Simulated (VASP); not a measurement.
Write the native input for VASP 6.6.1 that does the following.

* Task: single point
* Functional: PBE
* Potentials or basis: VASP PAW PBE potentials, release 64 (Na_pv, F)
* Cutoff: 520 eV
* k mesh: 6 × 6 × 6
* Occupations: gaussian, width 0.01 eV
* Spin: no spin polarisation
* Dipole correction: no
* Further INCAR settings: ALGO = Normal; EDIFF = 1e-07; NBANDS = 14

The structure of NaF lies in POSCAR:

```
NaF
1.0
    0.0000000000      2.5312613679      2.5312613679
    2.5312613679      0.0000000000      2.5312613679
    2.5312613679      2.5312613679      0.0000000000
Na F
1 1
Direct
    0.0000000000      0.0000000000      0.0000000000
    0.2500000000      0.2500000000      0.2500000000
```

The cell was built by a generator and needn't be a form met in nature.

One way to write it, as run:

INCAR

```
SYSTEM = NaF
ALGO     = Normal         ! electronic algorithm
EDIFF    = 1E-7           ! SCF threshold, eV
ENCUT    = 520            ! plane-wave cutoff, eV
GGA      = PE             ! functional
ISIF     = 2              ! what is computed and relaxed
ISMEAR   = 0              ! smearing method
LASPH    = .True.         ! aspherical terms in the spheres
LCHARG   = .False.        ! write CHGCAR
LREAL    = .False.        ! projectors in reciprocal space
LWAVE    = .False.        ! write WAVECAR
NBANDS   = 14             ! bands
NELM     = 80             ! most SCF steps
PREC     = Accurate       ! precision mode
SIGMA    = 0.01           ! smearing width, eV
```

KPOINTS

```
k-points
0
Gamma
  6 6 6
  0 0 0
```

Potentials or basis: VASP PAW PBE potentials, release 64 (Na_pv, F).

Run with:

```bash
$ cat potpaw_PBE.64/Na_pv/POTCAR potpaw_PBE.64/F/POTCAR > POTCAR
$ mpirun -np 1 vasp_std > vasp.out
```

Results of the run:

* Pressure: 2.0 GPa
* Band gap on the k mesh: 5.61 eV, direct

It took 10 s on 1 thread of Intel(R) Xeon(R) Platinum 8375C CPU @ 2.90GHz (Ice Lake), with other jobs on the host, peak memory 0.12 GiB.
